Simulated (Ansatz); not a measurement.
CsI, DFT, LDA, PAW with Ansatz's default frozen-core files, scalar-relativistic (Ansatz 0.2.0), run on 1 thread of Arm Neoverse N1 on a shared host.

The cell is COD entry 9008790, as deposited and not checked against the literature; nothing was relaxed. The listed cell was then made from it by scaling, straining or moving an atom.

Command: `ansatz run input.yaml --threads 1 --pin off --max-ram 3072MiB --backend cpu --events-out ev --progress --plain --runs-dir out`

```yaml
crystal:
  lattice:
    - [4.5667, 0.0, 0.0]
    - [0.0, 4.5667, 0.0]
    - [0.0, 0.0, 4.521033]
  atoms:
    - { symbol: Cs, position: [0.0, 0.0, 0.0] }
    - { symbol: I, position: [0.5, 0.5, 0.5] }
kpoints:
  mp_grid: { grid: [7, 7, 7] }
scf:
  occupations: { method: fermi_dirac, width: 0.01 }
hamiltonian:
  xc: lda
  pseudopotentials: { kind: paw }
output:
  forces: true
  stress: true
  eigenvalues: true
  efg: { contact_densities: true }
  write_density: true
  write_potential: true
  elf: true
  volumetric_format: npy
```

Task: How large is the problem that the program sets up?

Result: 40 irreducible k-points, 1855 plane waves at Γ, 17 bands.

Task: About how long does it take, and how much memory does it use?

Result: 11 s of wall time for 6 SCF iterations, with a peak of 0.43 GiB. Times on shared machines scatter by tens of per cent.

Task: And the same cell and mesh by all-electron PAW (datasets made for this crystal), asked for forces, stress, eigenvalues, efg, on the same hardware?

Result: 12 s, peak memory 0.5 GiB.
